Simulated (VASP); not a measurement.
Write the native input for VASP 6.6.1 that does the following.

```
Task                   : relaxation of shape and atoms at fixed volume
Functional             : LDA
Potentials or basis    : VASP PAW LDA potentials, release 64 (Ga_d, N)
Cutoff                 : 600 eV
k mesh                 : 12 × 12 × 5
Occupations            : gaussian, width 0.03 eV
Spin                   : no spin polarisation
Further INCAR settings : ALGO = Normal; EDIFF = 1e-07; IBRION = 2; EDIFFG = -0.01; NSW = 40; ISIF = 4
```

The structure of GaN lies in POSCAR:

```
GaN                                     
1.0
    3.1141173886      0.0000000000      0.0000000000
   -1.5570586942      2.6969047688      0.0000000000
    0.0000000000      0.0000000000      5.0783495519
  Ga              N             
     2     2
Direct
     0.3333333332999970    0.6666666667000030    0.9993293524732441
     0.6666666667000030    0.3333333332999970    0.4993293524732440
     0.3333333332999970    0.6666666667000030    0.3756706475267560
     0.6666666667000030    0.3333333332999970    0.8756706475267559
```

The cell isn't the ideal one: a relaxed cell with its volume scaled by 0.96.

These files were run (other wordings do the same):

INCAR

```
SYSTEM = GaN
PREC = Accurate
ENCUT = 600
EDIFF = 1E-7
ISMEAR = 0
SIGMA = 0.03
LREAL = .FALSE.
LASPH = .TRUE.
NELM = 80
ALGO = Normal
ISIF = 4
LWAVE = .FALSE.
LCHARG = .FALSE.
IBRION = 2
NSW = 40
EDIFFG = -0.01
```

KPOINTS

```
Automatic mesh
0
G
  12 12 5
  0 0 0
```

Potentials or basis: VASP PAW LDA potentials, release 64 (Ga_d, N).

Run with:

```bash
$ cat potpaw_LDA.64/Ga_d/POTCAR potpaw_LDA.64/N/POTCAR > POTCAR
$ mpirun -np 1 vasp_std > vasp.out
```

Results of the run:

```
Pressure after relaxing      : 9.0 GPa
Largest force after relaxing : 0.009 eV/Å
Band gap on the k mesh       : 2.39 eV, direct
```

Caveat: the relaxation stopped at its first step, so nothing moved.

Wall time 31 s on 1 thread of Intel(R) Xeon(R) 6975P-C (Granite Rapids), with other jobs on the host, peak memory 0.19 GiB.
